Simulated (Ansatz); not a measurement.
# Al (Fm-3m) in Ansatz: a series of runs

The runs below take Al through electric field gradients, single point, equation of state, with PBE, PBEsol+D4.

Program: Ansatz 0.2.0. These are calculated values, not measurements. Logs are shortened: lines on timing, memory, paths and dates and some standing lists are left out, and cuts for length are marked.

**Experimental background.**

From “The interpretation of polycrystalline coherent inelastic neutron scattering from aluminium”, 2013, pmc:3831299, for a bulk crystal of Al: bulk modulus 76.9 GPa.

How close the calculation comes is told below.

### Step 1. Starting point

It takes space group Fm-3m (No. 225, cubic). The conventional cell has a = 4.050 Å, b = 4.050 Å, c = 4.050 Å, α = 90.00°, β = 90.00°, γ = 90.00°. Around Al (site symmetry m-3m) lie 12 Al at 2.86 Å.

### Step 2. Electric field gradients, PBE (cell strained at random at fixed volume)

Input file input.yaml:

```yaml
crystal:
  lattice: { a: 2.8565164773, b: 2.938686158, c: 2.9083008496, alpha: 58.4371112977, beta: 59.0555019945, gamma: 57.5430340345 }
  atoms:
    - { symbol: Al, position: [-0.098242, 0.026566, 0.013416] }
kpoints:
  mp_grid: { grid: [11, 11, 11] }
scf:
  occupations: { method: fermi_dirac, width: 0.025 }
hamiltonian:
  xc: pbe
  pseudopotentials: { kind: all_electron, datasets: crystal }
output:
  forces: true
  stress: true
  eigenvalues: true
  efg: {}
```

Potentials or basis: all-electron PAW datasets made for the crystal.

Command:

```bash
$ ansatz run input.yaml --threads 1 --pin off --max-ram 2560MiB --backend cpu --events-out ev --progress --plain --runs-dir out
```

The log of the run:

```text
Warning: RAYON_NUM_THREADS=1 ignored (pool sized by the plan → 1); use --threads N
hamiltonian.pseudopotentials.datasets: crystal makes datasets for this crystal and solves the spheres of its atoms anew in each pass: cutoff 140.0 eV, the density's 560.0 eV; for an error of 0.50 meV an atom under PBE, 0.5 meV for the cell; an energy difference from a run of another recipe may be off by several times the error for the cell, under r2SCAN by more, where some 0.1 meV an atom stays at smaller errors; Al in spheres of 1.376 Å, 3 of its electrons in bands
Engine: ansatz 0.2.0, aarch64-unknown-linux-gnu
Pseudopotentials: kind: all_electron
Pseudopotential: Al, paw, valence charge 3, recommended cutoff 140 eV (normal), crystal/all_electron/pbe/scalar/gaussian/Al, Koelling and Harmon's equation, gaussian nucleus
Functional definition: PBE
  parameter kappa = 0.804
  parameter beta = 0.06672455060314922
  exchange = pbe_x(kappa = kappa, mu = beta*pi^2/3)
  correlation = pbe_c(beta = beta)
Crystal: 1 atoms, lattice volume = 16.603 Å³
Basis set: ecut = 140 eV, 59 PW (Γ), exchange–correlation on 24×24×24 points (8 copies of the dense FFT grid, shifted against one another)
Bands: 6, of which v1, the nominal top of the filled ones, is band 2 counted from 1 (1 counted from 0)
Symmetry: 2 space group operations
Space group: P-1 (ITA 2), of the structure as read, at distance tolerance 2.6e-5 Å
k-points: 666 of 1331
Non-local potential: Al, projectors of the file, l = 0: 1, l = 1: 1
PAW form: soft (Blöchl's): semilocal exchange-correlation on the pseudo side does not see the compensation charge
PAW one-centre angular grid: Al, 110 points (default); XC on its mesh's 2005 points in the sphere
Initial density: superposition of atomic densities (neutral atoms: chi_scale 0, normalization atom)
Initial wavefunctions: pseudopotential atomic-orbital guess
Functional: x = pbe(κ = 0.804, μ = 0.2195149727645171), c = pbe(β = 0.06672455060314922)
iter 1 solved again at ethr=1.87e-3 eV; its pass at ethr=1.00e-1 eV (dr2=5.61e-2 eV) is discarded
SCF iter   1: F=—  HF=-6607.500670 eV  |F-HF|=—  |Δ(HF+E_count)|=         —  Δρ=2.10e-2  dr2=6.58e-2  ethr=1.87e-3  ⟨swp⟩=2.8  Hψ=24424  notcnv=0
preconditioner: auto → none  [metal: Δε(μ)=0.018 eV  Ē_g=13.317 eV  σ=0.025 eV  W_gap=0.18  n_scr=0 (ndim 8)  ℏωp=15.8 eV  f_vac=0.009  D(μ)=0.39/eV (n_scr^D=0)]
SCF iter   2: F=—  HF=-6607.512379 eV  |F-HF|=—  |Δ(HF+E_count)|=   1.17e-2  Δρ=1.04e-2  dr2=1.57e-2  ethr=1.87e-3  ⟨swp⟩=2.0  Hψ=8003  notcnv=0  defer=8
iter 3 solved again at ethr=2.14e-6 eV; its pass at ethr=5.23e-4 eV (dr2=6.43e-5 eV) is discarded
SCF iter   3: F=—  HF=-6607.524577 eV  |F-HF|=—  |Δ(HF+E_count)|=   1.22e-2  Δρ=6.26e-4  dr2=6.48e-5  ethr=2.14e-6  ⟨swp⟩=2.1  Hψ=19864  notcnv=0  defer=20
SCF iter   4: F=—  HF=-6607.524631 eV  |F-HF|=—  |Δ(HF+E_count)|=   5.43e-5  Δρ=2.52e-4  dr2=1.05e-5  ethr=2.14e-6  ⟨swp⟩=2.0  Hψ=5078  notcnv=0  defer=6
SCF iter   5: F=-6607.524641 eV  HF=-6607.524641 eV  |F-HF|=1.11e-9  |Δ(HF+E_count)|=   9.91e-6  Δρ=3.96e-6  dr2=2.80e-9  ethr=3.49e-7  ⟨swp⟩=2.0  Hψ=5063  notcnv=0  defer=5
SCF 1 converged in 5 iterations: F = -6607.524638 eV  dr2 = 2.80e-9
  Residual-converged pass: ⟨swp⟩=3.1  Hψ=6084  notcnv=0  max |occ|·‖R‖ = 3.7e-6 eV (tolerance 3.7e-6 eV)  dr2=3.24e-9  dr2_onsite=9.64e-9  max |Δocc| = 7.2e-8
SCF converged after 5 iterations
Free energy (F): -6607.524638 eV
Harris-Foulkes:  -6607.524638 eV  (|F-HF|=1.11e-9)
Internal energy: -6607.523845 eV  (E = F + TS)
E sigma→0 (E₀):  -6607.524241 eV
Entropy (-TS):   -0.000794 eV (-0.794 meV/atom)
Past the cutoff: the bands carry plane waves up to 1.75 times it, of which those up to 1.5 times it add -0.000118 eV an atom, each by itself; the spheres take 0.000060 eV an atom off the energy for waves past 1.75 times it
By the cutoff:   a pressure is off by up to 0.005 GPa (1.2 times the spheres' own share and the shells' term, over an atom's volume, and 0.004 GPa: a bound that held against runs at twice the plane waves)
Past the cutoffs: a stress includes 0.0001 GPa for waves and charges beyond them, in addition to the slope of what the spheres take
In the spheres:  the bands' charges fall short by 4.4e-7 e at most (sound up to 1e-3)
Fermi energy:    9.805513 eV
--- Per-component energies (eV) ---
  E_band       = 15.995921
  E_kinetic    = 23.125935
  E_local      = 14.080267  (includes V_loc(G=0)·N_el)
  E_nonlocal   = 5.144933
  E_hartree    = 0.145286
  E_xc         = -24.795925
  E_vxc        = -31.319394  (∫ρ·V_xc dr)
  E_paw        = -6605.027952  (= ΣΔE_a)
  E_vpaw       = -48.470774  (= ΣTr[D̂ρ^β])
  E_ewald      = -73.340788
  E_smearing   = -0.000794  (= −TS)
  E_closure    = 53.144400  (closes the sum)
  Σ components = -6607.524638   (vs F -6607.524638, Δ=0.00e0)
  The terms above E_closure are by the made datasets' own strengths, without shells solved beside the bands.
--- Forces (eV/Å), atoms counted from 1 ---
  atom   1  Al     0.00000000     0.00000000     0.00000000
  max |Σ_I F_I| component: 0.00e0 eV/Å
--- Stress (GPa, compression-positive) ---
       -1.051491      -2.703481      -1.514936
       -2.703481       0.053255      -0.535361
       -1.514936      -0.535361       0.334182
  P = ⅓ Tr σ = -0.2214 GPa (-2.214 kbar)
--- PAW observables at the nuclei: V_zz in 10²¹ V/m², potentials from the cell's mean, atoms counted from 1 ---
  atom   1  Al V_zz =    +0.579990   η = 0.7838   by run symmetry: allowed
            electrostatic potential = -1229.310537 V   contact ρ = 10093.136430 e/Å³
--- Band table (eV; the first three rows and the last of 666) ---
  k-point 0: bands = ["-1.3489", "21.4729", "22.3102", "22.7503"]
  k-point 1: bands = ["-1.1262", "19.2907", "20.9245", "22.3828"]
  k-point 2: bands = ["-0.4603", "15.6766", "20.1992", "21.6353"]
  k-point 665: bands = ["5.3078", "6.2842", "17.1501", "19.3954"]
```

Run time: 6.3 s. Hardware: 1 thread of Arm Neoverse V2, shared host; peak memory 0.31 GiB.

What came out:

```yaml
Free_energy: -6607.5246 eV
Pressure: -0.2 GPa
Band_gap_on_the_k_mesh: none (metal or under the smearing width)
```

Stress tensor (GPa, compression positive):
```
-1.05 -2.70 -1.51
-2.70  0.05 -0.54
-1.51 -0.54  0.33
```

Levels at points of the mesh, in eV from the Fermi level:
```tsv
k point	band 1	band 2	band 3	band 4
(0.00, 0.00, 0.00)	-11.15	11.67	12.50	12.94
```

### Step 3. Single point, PBEsol+D4, non-collinear spin, random start, spin-orbit coupling, 15.61 Å³/atom (volume scaled by 0.94)

Input file input.yaml:

```yaml
crystal:
  lattice:
    - [0.0, 1.9834708509, 1.9834708509]
    - [1.9834708509, 0.0, 1.9834708509]
    - [1.9834708509, 1.9834708509, 0.0]
  atoms:
    - { symbol: Al, position: [0.0, 0.0, 0.0], spin: 0.54, spin_axis: [-0.472558, -0.250178, 0.845045] }
kpoints:
  mp_grid: { grid: [8, 8, 8] }
scf:
  occupations: { method: fermi_dirac, width: 0.1 }
hamiltonian:
  xc: pbesol
  dispersion: d4
  pseudopotentials: { kind: all_electron, lapw: { basis_error: 0.0005 } }
magnetization:
  noncollinear: true
  spin_orbit: true
output:
  forces: true
  stress: true
  eigenvalues: true
```

Potentials or basis: all-electron LAPW, relativistic spinors.

Command:

```bash
$ ansatz run input.yaml --threads 1 --pin off --max-ram 2560MiB --backend cpu --events-out ev --progress --plain --runs-dir out
```

Run time: 91 s. Hardware: 1 thread of Arm Neoverse V2, shared host; peak memory 0.46 GiB.

Results (log left out):

```yaml
Free_energy: -6594.7904 eV
Pressure: 1.4 GPa
Band_gap_on_the_k_mesh: none (metal or under the smearing width)
Net_moment: 0.00 μB per cell
Absolute_moment: 0.00 μB per cell
```

Caveat: the k mesh is thin for a metal, which can move the energy by tens of meV per atom; pairwise dispersion overbinds metals, which lowers pressure and volume; the starting moments weren't kept.

### Step 4. Single point, PBEsol+D4, non-collinear spin, random start, spin-orbit coupling, 15.94 Å³/atom (volume scaled by 0.96)

input.yaml: that of step 3 with these lines changed.

```diff
@@ -2,5 +2,5 @@
   lattice:
-    - [0.0, 1.9834708509, 1.9834708509]
-    - [1.9834708509, 0.0, 1.9834708509]
-    - [1.9834708509, 1.9834708509, 0.0]
+    - [0.0, 1.9974394157, 1.9974394157]
+    - [1.9974394157, 0.0, 1.9974394157]
+    - [1.9974394157, 1.9974394157, 0.0]
   atoms:
```

Command:

```bash
$ ansatz run input.yaml --threads 1 --pin off --max-ram 2560MiB --backend cpu --events-out ev --progress --plain --runs-dir out
```

Wall time 91 s (1 thread of Arm Neoverse V2, shared host); peak memory 0.46 GiB.

Results (log left out):

```
Free energy            : -6594.7913 eV
Pressure               : -0.5 GPa
Band gap on the k mesh : none (metal or under the smearing width)
Net moment             : 0.00 μB per cell
Absolute moment        : 0.00 μB per cell
```

Caveat: the k mesh is thin for a metal, which can move the energy by tens of meV per atom; pairwise dispersion overbinds metals, which lowers pressure and volume; the starting moments weren't kept.

### Step 5. Single point, PBEsol+D4, non-collinear spin, random start, spin-orbit coupling, 16.27 Å³/atom (volume scaled by 0.98)

input.yaml: that of step 4 with these lines changed.

```diff
@@ -2,5 +2,5 @@
   lattice:
-    - [0.0, 1.9974394157, 1.9974394157]
-    - [1.9974394157, 0.0, 1.9974394157]
-    - [1.9974394157, 1.9974394157, 0.0]
+    - [0.0, 2.0112152952, 2.0112152952]
+    - [2.0112152952, 0.0, 2.0112152952]
+    - [2.0112152952, 2.0112152952, 0.0]
   atoms:
```

Command:

```bash
$ ansatz run input.yaml --threads 1 --pin off --max-ram 2560MiB --backend cpu --events-out ev --progress --plain --runs-dir out
```

Run time: 89 s. Hardware: 1 thread of Arm Neoverse V2, shared host; peak memory 0.46 GiB.

Results (log left out):

- Free energy: -6594.7885 eV
- Pressure: -2.2 GPa
- Band gap on the k mesh: none (metal or under the smearing width)
- Net moment: 0.00 μB per cell
- Absolute moment: 0.00 μB per cell

Caveat: the k mesh is thin for a metal, which can move the energy by tens of meV per atom; pairwise dispersion overbinds metals, which lowers pressure and volume; the starting moments weren't kept.

### Step 6. Single point, PBEsol+D4, non-collinear spin, random start, spin-orbit coupling, 16.60 Å³/atom

input.yaml: that of step 5 with these lines changed.

```diff
@@ -2,5 +2,5 @@
   lattice:
-    - [0.0, 2.0112152952, 2.0112152952]
-    - [2.0112152952, 0.0, 2.0112152952]
-    - [2.0112152952, 2.0112152952, 0.0]
+    - [0.0, 2.024805, 2.024805]
+    - [2.024805, 0.0, 2.024805]
+    - [2.024805, 2.024805, 0.0]
   atoms:
```

Potentials or basis: all-electron LAPW, relativistic spinors.

Command:

```bash
$ ansatz run input.yaml --threads 1 --pin off --max-ram 2560MiB --backend cpu --events-out ev --progress --plain --runs-dir out
```

Run time: 90 s. Hardware: 1 thread of Arm Neoverse V2, shared host; peak memory 0.47 GiB.

The run converged. Its results:

```
Free energy            : -6594.7824 eV
Pressure               : -3.7 GPa
Band gap on the k mesh : none (metal or under the smearing width)
Net moment             : 0.00 μB per cell
Absolute moment        : 0.00 μB per cell
```

Caveat: the k mesh is thin for a metal, which can move the energy by tens of meV per atom; pairwise dispersion overbinds metals, which lowers pressure and volume; the starting moments weren't kept.

### Step 7. Single point, PBEsol+D4, non-collinear spin, random start, spin-orbit coupling, 16.93 Å³/atom (volume scaled by 1.02)

input.yaml: that of step 6 with these lines changed.

```diff
@@ -2,5 +2,5 @@
   lattice:
-    - [0.0, 2.024805, 2.024805]
-    - [2.024805, 0.0, 2.024805]
-    - [2.024805, 2.024805, 0.0]
+    - [0.0, 2.0382146954, 2.0382146954]
+    - [2.0382146954, 0.0, 2.0382146954]
+    - [2.0382146954, 2.0382146954, 0.0]
   atoms:
```

Command:

```bash
$ ansatz run input.yaml --threads 1 --pin off --max-ram 2560MiB --backend cpu --events-out ev --progress --plain --runs-dir out
```

Run time: 78 s. Hardware: 1 thread of Arm Neoverse V2, shared host; peak memory 0.42 GiB.

The run converged. Its results:

```
Free energy            : -6594.7732 eV
Pressure               : -5.1 GPa
Band gap on the k mesh : none (metal or under the smearing width)
Net moment             : 0.00 μB per cell
Absolute moment        : 0.00 μB per cell
```

Caveat: the k mesh is thin for a metal, which can move the energy by tens of meV per atom; pairwise dispersion overbinds metals, which lowers pressure and volume; the starting moments weren't kept.

### Step 8. Single point, PBEsol+D4, non-collinear spin, random start, spin-orbit coupling, 17.27 Å³/atom (volume scaled by 1.04)

input.yaml: that of step 7 with these lines changed.

```diff
@@ -2,5 +2,5 @@
   lattice:
-    - [0.0, 2.0382146954, 2.0382146954]
-    - [2.0382146954, 0.0, 2.0382146954]
-    - [2.0382146954, 2.0382146954, 0.0]
+    - [0.0, 2.0514502267, 2.0514502267]
+    - [2.0514502267, 0.0, 2.0514502267]
+    - [2.0514502267, 2.0514502267, 0.0]
   atoms:
```

Command:

```bash
$ ansatz run input.yaml --threads 1 --pin off --max-ram 2560MiB --backend cpu --events-out ev --progress --plain --runs-dir out
```

Wall time 76 s (1 thread of Arm Neoverse V2, shared host); peak memory 0.43 GiB.

The run converged. Its results:

```yaml
Free_energy: -6594.7613 eV
Pressure: -6.4 GPa
Band_gap_on_the_k_mesh: none (metal or under the smearing width)
Net_moment: 0.00 μB per cell
Absolute_moment: 0.00 μB per cell
```

Caveat: the k mesh is thin for a metal, which can move the energy by tens of meV per atom; pairwise dispersion overbinds metals, which lowers pressure and volume; the starting moments weren't kept.

### Step 9. Single point, PBEsol+D4, non-collinear spin, random start, spin-orbit coupling, 17.60 Å³/atom (volume scaled by 1.06)

input.yaml: that of step 8 with these lines changed.

```diff
@@ -2,5 +2,5 @@
   lattice:
-    - [0.0, 2.0514502267, 2.0514502267]
-    - [2.0514502267, 0.0, 2.0514502267]
-    - [2.0514502267, 2.0514502267, 0.0]
+    - [0.0, 2.0645171409, 2.0645171409]
+    - [2.0645171409, 0.0, 2.0645171409]
+    - [2.0645171409, 2.0645171409, 0.0]
   atoms:
```

Potentials or basis: all-electron LAPW, relativistic spinors.

Command:

```bash
$ ansatz run input.yaml --threads 1 --pin off --max-ram 2560MiB --backend cpu --events-out ev --progress --plain --runs-dir out
```

Wall time 75 s (1 thread of Arm Neoverse V2, shared host); peak memory 0.42 GiB.

Results (log left out):

* Free energy: -6594.7469 eV
* Pressure: -7.5 GPa
* Band gap on the k mesh: none (metal or under the smearing width)
* Net moment: 0.00 μB per cell
* Absolute moment: 0.00 μB per cell

Caveat: the k mesh is thin for a metal, which can move the energy by tens of meV per atom; pairwise dispersion overbinds metals, which lowers pressure and volume; the starting moments weren't kept.

### Step 10. Equation of state, PBEsol+D4, non-collinear spin, random start, spin-orbit coupling

Potentials or basis: all-electron LAPW, relativistic spinors.

No new run: the results of the series are fitted here.

Results:

```
Equilibrium volume                      : 15.85 Å³/atom
Bulk modulus                            : 89 GPa
Pressure derivative of the bulk modulus : 4.2
```

Energy against volume, from the lowest point:
| volume (Å³/atom) | energy (meV/atom) |
| --- | --- |
| 15.607 | 0.96 |
| 15.939 | 0.00 |
| 16.271 | 2.79 |
| 16.603 | 8.97 |
| 16.935 | 18.15 |
| 17.267 | 30.08 |
| 17.599 | 44.44 |

Caveat: the starting moments weren't kept.

### Step 11. Comparison with measurements

Step 10. Against the measured bulk modulus of Al, 76.9 GPa (quoted in “The interpretation of polycrystalline coherent inelastic neutron scattering from aluminium”, 2013, pmc:3831299), the calculated 89 GPa is off by +15.6 %. The fit is for a static lattice scaled at fixed shape and fixed fractional positions. The cell as given is a measured one (16.60 Å³/atom); PBEsol+D4 puts the equilibrium volume -4.5 % from it, thermal expansion not counted.
